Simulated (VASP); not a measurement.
# Au (P6_3/mmc) in VASP: single point with PBE

Aim: the single point of Au with PBE.

Program: VASP 6.6.1. These are calculated values, not measurements. Logs are shortened: lines on timing, memory, paths and dates and some standing lists are left out, and cuts for length are marked.

### 1 The crystal as given

It takes space group P6_3/mmc (No. 194, hexagonal). The conventional cell has a = 2.900 Å, b = 2.900 Å, c = 4.880 Å, α = 90.00°, β = 90.00°, γ = 120.00°. Au (site symmetry -6m2) is surrounded by 12 Au at 2.90 to 2.96 Å.

This isn't the form of Au at room conditions, which is fcc.

### 2 Single point, PBE

The input, INCAR:

```
PREC = Accurate
ENCUT = 520
EDIFF = 1E-6
ISMEAR = -1
SIGMA = 0.01
LREAL = False
LASPH = True
NELM = 100
ALGO = Normal
ISIF = 2
LWAVE = False
LCHARG = False
GGA = PE
NBANDS = 18
```

The input, KPOINTS:

```
Automatic mesh
0
Gamma
  14 14 8
```

The input, POSCAR:

```
Au
1.0
    2.8999984104      0.0000000000      0.0000000000
   -1.4499992052      2.5114722944      0.0000000000
    0.0000000000      0.0000000000      4.8800000000
Au
2
Direct
    0.3333333333      0.6666666667      0.7500000000
    0.6666666667      0.3333333333      0.2500000000
```

Potentials or basis: VASP PAW PBE potentials, release 64 (Au).

On the command line:

```sh
cat potpaw_PBE.64/Au/POTCAR > POTCAR
mpirun -np 1 vasp_std > vasp.out
```

OUTCAR:

```text
PREC = Accurate
   ENCUT = 520
   EDIFF = 1E-6
   ISMEAR = -1
   LREAL = False
   LASPH = True
   NELM = 100
   ISIF = 2
   GGA = PE

 ion  position               nearest neighbor table
   1  0.333  0.667  0.750-   2 2.96   2 2.96   2 2.96   2 2.96   2 2.96   2 2.96
   2  0.667  0.333  0.250-   1 2.96   1 2.96   1 2.96   1 2.96   1 2.96   1 2.96

  LATTYP: Found a hexagonal cell.
 ALAT       =     2.8999984104
 C/A-ratio  =     1.6827595431

  Lattice vectors:

 A1 = (   2.8999984104,   0.0000000000,   0.0000000000)
 A2 = (  -1.4499992052,   2.5114722944,   0.0000000000)
 A3 = (   0.0000000000,   0.0000000000,   4.8800000000)

Analysis of symmetry for initial positions (statically):
=====================================================================
 Subroutine PRICEL returns:
 Original cell was already a primitive cell.

 Routine SETGRP: Setting up the symmetry group for a
 hexagonal supercell.

 Subroutine GETGRP returns: Found 24 space group operations
 (whereof 12 operations were pure point group operations)
 out of a pool of 24 trial point group operations.

The static configuration has the point symmetry D_3d.
 The point group associated with its full space group is D_6h.

Analysis of symmetry for dynamics (positions and initial velocities):
=====================================================================
 Subroutine PRICEL returns:
 Original cell was already a primitive cell.

 Routine SETGRP: Setting up the symmetry group for a
 hexagonal supercell.

 Subroutine GETGRP returns: Found 24 space group operations
 (whereof 12 operations were pure point group operations)
 out of a pool of 24 trial point group operations.

The dynamic configuration has the point symmetry D_3d.
 The point group associated with its full space group is D_6h.

 Subroutine INISYM returns: Found 24 space group operations
 (whereof 12 operations are pure point group operations),
 and found     1 'primitive' translations

----------------------------------------------------------------------------------------

                                     Primitive cell

  volume of cell :      35.5423

  direct lattice vectors                    reciprocal lattice vectors
     2.899998410  0.000000000  0.000000000     0.344827775  0.199086409  0.000000000
    -1.449999205  2.511472294  0.000000000     0.000000000  0.398172818  0.000000000
     0.000000000  0.000000000  4.880000000     0.000000000  0.000000000  0.204918033

  length of vectors
     2.899998410  2.899998410  4.880000000     0.398172818  0.398172818  0.204918033

  position of ions in fractional coordinates (direct lattice)
     0.333333333  0.666666667  0.750000000
     0.666666667  0.333333333  0.250000000

  ion indices of the primitive-cell ions
   primitive index   ion index
                 1           1
                 2           2

----------------------------------------------------------------------------------------

 KPOINTS: Automatic mesh

Automatic generation of k-mesh.
 Grid dimensions read from file:
 generate k-points for:   14   14    8

 Generating k-lattice:

  Cartesian coordinates                     Fractional coordinates (reciprocal lattice)
     0.024630555  0.014220458  0.000000000     0.071428571  0.000000000  0.000000000
     0.000000000  0.028440916  0.000000000     0.000000000  0.071428571  0.000000000
     0.000000000  0.000000000  0.025614754     0.000000000  0.000000000  0.125000000

  Length of vectors
     0.028440916  0.028440916  0.025614754

  Shift w.r.t. Gamma in fractional coordinates (k-lattice)
     0.000000000  0.000000000  0.000000000

 Subroutine IBZKPT returns following result:
 ===========================================

 Found    120 irreducible k-points:

 Following reciprocal coordinates:
            Coordinates               Weight
  0.000000  0.000000  0.000000      1.000000
  0.071429 -0.000000  0.000000      6.000000
  0.142857  0.000000  0.000000      6.000000
  0.214286 -0.000000  0.000000      6.000000
  0.285714  0.000000  0.000000      6.000000
  0.357143  0.000000  0.000000      6.000000
[... 16 lines left out ...]
  0.285714  0.285714  0.000000      6.000000
  0.357143  0.285714  0.000000      6.000000
 [... further k-points ...]
   k-points           NKPTS =    120   k-points in BZ     NKDIM =    120   number of bands    NBANDS=     18
   number of dos      NEDOS =    301   number of ions     NIONS =      2
   total plane-waves  NPLWV =  20736
   dimension x,y,z NGX =    24 NGY =   24 NGZ =   36
   dimension x,y,z NGXF=    48 NGYF=   48 NGZF=   72
   ions per type =               2
   NGX,Y,Z   is equivalent  to a cutoff of  13.76, 13.76, 12.26 a.u.
   NGXF,Y,Z  is equivalent  to a cutoff of  27.52, 27.52, 24.53 a.u.
 SYSTEM =  unknown system
   PREC   = accura    normal or accurate (medium, high low for compatibility)
   ISTART =      0    job   : 0-new  1-cont  2-samecut
   ICHARG =      2    charge: 1-file 2-atom 10-const
   ISPIN  =      1    spin polarized calculation?
   LNONCOLLINEAR =      F non collinear calculations
   LSORBIT =      F    spin-orbit coupling
   LASPH  =      T    aspherical Exc in radial PAW
   ENCUT  =  520.0 eV  38.22 Ry    6.18 a.u.   5.39  5.39  9.07*2*pi/ulx,y,z
   NELM   =    100;   NELMIN=  2; NELMDL= -5     # of ELM steps
   EDIFF  = 0.1E-05   stopping-criterion for ELM
   LREAL  =      F    real-space projection
   EDIFFG = 0.1E-04   stopping-criterion for IOM
   NSW    =      0    number of steps for IOM
   IBRION =     -1    ionic relax: 0-MD 1-quasi-New 2-CG
   NFREE  =      0    steps in history (QN), initial steepest desc. (CG)
   ISIF   =      2    stress and relaxation
   ISYM   =      2    0-nonsym 1-usesym 2-fastsym
   POTIM  = 0.5000    time-step for ionic-motion
   TEBEG  =    0.0;   TEEND  =   0.0 temperature during run
   PSTRESS=    0.0 pullay stress
   NELECT =      22.0000    total number of electrons
   NUPDOWN=      -1.0000    fix difference up-down
   EMIN   =  10.00;   EMAX   =-10.00  energy-range for DOS
   EFERMI =   0.00;   METHOD = LEGACY
   ISMEAR =    -1;   SIGMA  =   0.01  broadening in eV -4-tet -1-fermi 0-gaus
   EFERMI_NEDOS =   21; number of points for ismear=-14 and -15
   IALGO  =     38    algorithm
   IMIX   =      4    mixing-type and parameters
     AMIX     =   0.40;   BMIX     =  1.00
     AMIX_MAG =   1.60;   BMIX_MAG =  1.00
  volume/ion in A,a.u.               =      17.77       119.93
  Fermi-wavevector in a.u.,A,eV,Ry     =   1.395191  2.636529 26.484537  1.946559
  Thomas-Fermi vector in A             =   2.518667
   LORBIT       =      0    0 simple, 1 ext, 2 COOP (PROOUT), +10 PAW based schemes
   GGA     = PE    functional components
   LHFCALC =     F    Hartree Fock is set to
   AEXX    =    0.0000 exact exchange contribution
   IVDW    =     0    specifies the selected vdW correction
   LEPSILON=     F    determine dielectric tensor
   LRPA    =     F    only Hartree local field effects (RPA)
 non-spin polarized calculation
  energy-cutoff  :      520.00
  volume of cell :       35.54
 maximum number of plane-waves:       984
 NGX is ok and might be reduce to    24
   NGX = 11   NGY = 11   NGZ = 19

 number of electron      22.0000001 magnetization

 Free energy of the ion-electron system (eV)
  ---------------------------------------------------
  ext. energy  EPLUGINS =         0.00000000
  ---------------------------------------------------
  free energy    TOTEN  =        -6.41525072 eV

  energy without entropy =       -6.41464078  energy(sigma->0) =       -6.41494575

 E-fermi :   8.7865     XC(G=0): -12.4654

 val. band max:        8.7691808538   @ k =   0.3571   0.1429   0.2500
 cond. band min:       8.8020358088   @ k =   0.1429   0.0000   0.1250
 fundamental gap:      0.0328549550
 Fermi energy:         8.7864529076

 k-point     1 :       0.0000    0.0000    0.0000
  band No.  band energies     occupation
      1      -0.6308      2.00000
      2       1.7588      2.00000
      3       4.1401      2.00000
      4       4.4162      2.00000
      5       4.4162      2.00000
      6       4.7027      2.00000
[... 10 lines left out ...]
     17      26.9109      0.00000
     18      26.9109      0.00000

 k-point     2 :       0.0714   -0.0000    0.0000
  band No.  band energies     occupation
      1      -0.4743      2.00000
      2       1.8875      2.00000
      3       4.0917      2.00000
      4       4.4542      2.00000
      5       4.5182      2.00000
      6       4.6499      2.00000
[... 10 lines left out ...]
     17      26.0745      0.00000
     18      26.4453      0.00000

 k-point     3 :       0.1429    0.0000    0.0000
  band No.  band energies     occupation
      1      -0.0216      2.00000
      2       2.2300      2.00000
      3       3.9470      2.00000
      4       4.4505      2.00000
      5       4.6920      2.00000
      6       4.8091      2.00000
[... 10 lines left out ...]
     17      25.1780      0.00000
     18      26.4981      0.00000

 k-point     4 :       0.2143   -0.0000    0.0000
  band No.  band energies     occupation
      1       0.6642      2.00000
      2       2.5961      2.00000
      3       3.8766      2.00000
      4       4.1543      2.00000
      5       4.2920      2.00000
      6       4.9480      2.00000
[... 375 lines left out ...]
      4       4.2272      2.00000
      5       4.2937      2.00000
      6       4.5028      2.00000
[... 10 lines left out ...]
     17      20.5480      0.00000
     18      21.7342      0.00000

 k-point    23 :       0.2857    0.2857    0.0000
  band No.  band energies     occupation
      1       2.9514      2.00000
      2       3.1991      2.00000
      3       3.4513      2.00000
      4       3.8991      2.00000
      5       4.1757      2.00000
      6       4.4970      2.00000
[... 10 lines left out ...]
     17      20.2208      0.00000
     18      20.7622      0.00000

 k-point    24 :       0.3571    0.2857    0.0000
  band No.  band energies     occupation
      1       2.9287      2.00000
      2       3.3511      2.00000
      3       3.3967      2.00000
      4       4.0168      2.00000
      5       4.2365      2.00000
      6       4.3603      2.00000
[... 10 lines left out ...]
     17      19.6152      0.00000
     18      19.8347      0.00000

 [... further k-points ...]
[... 5 lines left out ...]
  --------------------------------------------------------------------------------------
  -------------------------------------------------------------------------------------
  Total        0.4510432      0.4510432      0.2628601      0.0000000      0.0000000      0.0000000
  in kB       20.3321251     20.3321251     11.8492084      0.0000000      0.0000000      0.0000000
  external PRESSURE =      17.5044862 kB  Pullay stress =       0.0000000 kB

 VOLUME and BASIS-vectors are now :
 -----------------------------------------------------------------------------
  energy-cutoff  :      520.00
  volume of cell :       35.54
      direct lattice vectors                 reciprocal lattice vectors
     2.899998410  0.000000000  0.000000000     0.344827775  0.199086409  0.000000000
    -1.449999205  2.511472294  0.000000000     0.000000000  0.398172818  0.000000000
     0.000000000  0.000000000  4.880000000     0.000000000  0.000000000  0.204918033

 POSITION                                       TOTAL-FORCE (eV/Angst)
 -----------------------------------------------------------------------------------
     -0.00000      1.67431      3.66000         0.000000     -0.000000      0.000000
      1.45000      0.83716      1.22000        -0.000000      0.000000      0.000000
 -----------------------------------------------------------------------------------
    total drift:                               -0.000000      0.000000     -0.000000

  FREE ENERGIE OF THE ION-ELECTRON SYSTEM (eV)
  ---------------------------------------------------
  free  energy   TOTEN  =        -6.4152507238 eV

  energy  without entropy=       -6.4146407842  energy(sigma->0) =       -6.41494575
```

Run time: 27 s. Hardware: 1 thread of AMD EPYC 9R45 (Zen 5), shared host; peak memory 0.17 GiB.

What came out:

```yaml
Free_energy: -6.4153 eV
Pressure: 1.8 GPa
Band_gap_on_the_k_mesh: none (metal or under the smearing width)
```

Stress tensor (GPa, compression positive):
```
2.03 0.00 0.00
0.00 2.03 0.00
0.00 0.00 1.18
```

Levels at points of the mesh, in eV from the Fermi level:
```csv
k point,band 8,band 9,band 10,band 11,band 12,band 13,band 14,band 15
"(0.00, 0.00, 0.00)",-3.42,-3.42,-2.16,-2.16,-0.96,2.45,14.62,15.64
"(0.50, 0.00, 0.00)",-1.95,-1.85,-1.69,0.37,1.50,5.64,7.06,7.14
"(0.00, 0.00, 0.50)",-4.40,-2.59,-2.59,-2.59,-2.59,10.31,10.31,14.90
"(0.50, 0.00, 0.50)",-2.36,-1.75,-1.75,0.55,0.55,3.76,3.76,13.02
```
